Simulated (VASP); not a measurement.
# Co under changes of volume

One of the cells (10.853 Å³/atom); the others are scaled copies at fixed shape and fractional positions:

```
Co
1.0
     2.48837    0.00000    0.00000
    -1.24419    2.15499    0.00000
     0.00000    0.00000    4.04777
Co
2
Direct
  0.66667 0.33333 0.75000
  0.33333 0.66667 0.25000
```

| Item | Value |
| --- | --- |
| Program | VASP 6.6.1 |
| Functional | PBEsol |
| Potentials or basis | VASP PAW PBE potentials, release 64 (Co) |
| Cutoff | 520 eV |
| k mesh | 12 × 12 × 7 |
| Occupations | fermi-dirac, width 0.05 eV |
| Spin | collinear spin, ferromagnetic start |
| Starting moments | [2.0, 2.0] μB |

| volume (Å³/atom) | energy over the lowest point (meV/atom) | pressure (GPa) | moment (μB per cell) |
| --- | --- | --- | --- |
| 10.002 | 6.54 | 8.0 | 3.02 |
| 10.215 | 0.00 | 2.5 | 3.07 |
| 10.427 | ? | ? | ? |
| 10.853 | 17.24 | -10.4 | 3.23 |
| 11.066 | 33.37 | -13.9 | 3.27 |
| 11.279 | 53.81 | -16.9 | 3.30 |

Problem. What does the run at 10.427 Å³/atom give?

Solution. Energy over the lowest point 0.05 meV/atom; pressure -2.3 GPa; moment 3.13 μB per cell.

Worked out: A Birch-Murnaghan fit of order 3 (a polynomial in V^(-2/3)) to the other rows has its minimum at 10.32 Å³/atom with B0 = V·E''(V) = 228 GPa and B' = 4.1 at fixed shape and positions, which overstates the stiffness. It gives 0.02 meV/atom at 10.427 Å³/atom, against the run's 0.05, and -dE/dV = -2.3 GPa, against -2.3. A parabola through the other rows of the moment, of slope 0.249 μB per Å³/atom there, gives 3.13 μB, against the run's 3.13.

Energies are extrapolated to zero smearing.

Caveats: the PAW data sets were made with another functional, which shifts forces and pressure a little.
